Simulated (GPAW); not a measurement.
Crystal: MnO2.

```
Mn O
1.0
     2.85496    0.00000    0.00000
    -1.42748    2.47246    0.00000
     0.00000    0.00000   10.22174
Mn O
2 4
Direct
  0.00000 0.00000 0.50000
  0.00000 0.00000 0.00000
  0.66667 0.33333 0.40686
  0.66667 0.33333 0.09314
  0.33333 0.66667 0.59314
  0.33333 0.66667 0.90686
```

Measurements of this composition are mostly on another form, of space group No. 136.

Base run:

- Program: GPAW 26.7.0
- Functional: PBEsol
- Potentials or basis: PAW data sets generated in the run's folder for this functional
- Cutoff: 800 eV
- Basis: pw
- k mesh: 7 × 7 × 2
- Occupations: fermi-dirac, width 0.05 eV
- Spin: collinear spin, ferromagnetic start
- Starting moments: [4.0, 4.0, 0.0, 0.0, 0.0, 0.0] μB

Its results: band gap on the k mesh 0.77 eV, indirect (least direct gap 0.81 eV); pressure 0.4 GPa; net moment 6.00 μB per cell; site moments Mn +2.81; O +0.04 μB; largest force 0.039 eV/Å.

Q: The run is repeated on the same cell with these changes: functional from PBEsol to LDA; potentials or basis from PAW data sets generated in the run's folder for this functional to the program's PAW data sets (release 1.2.1) made for this functional. What comes out?

A: Band gap on the k mesh 0.49 eV, indirect (least direct gap 0.51 eV); pressure -7.2 GPa; net moment 6.00 μB per cell; site moments Mn +2.78; O +0.04 μB; largest force 0.535 eV/Å.

Caveats: only a ferromagnetic start was run, and an antiferromagnetic order may lie lower in energy.
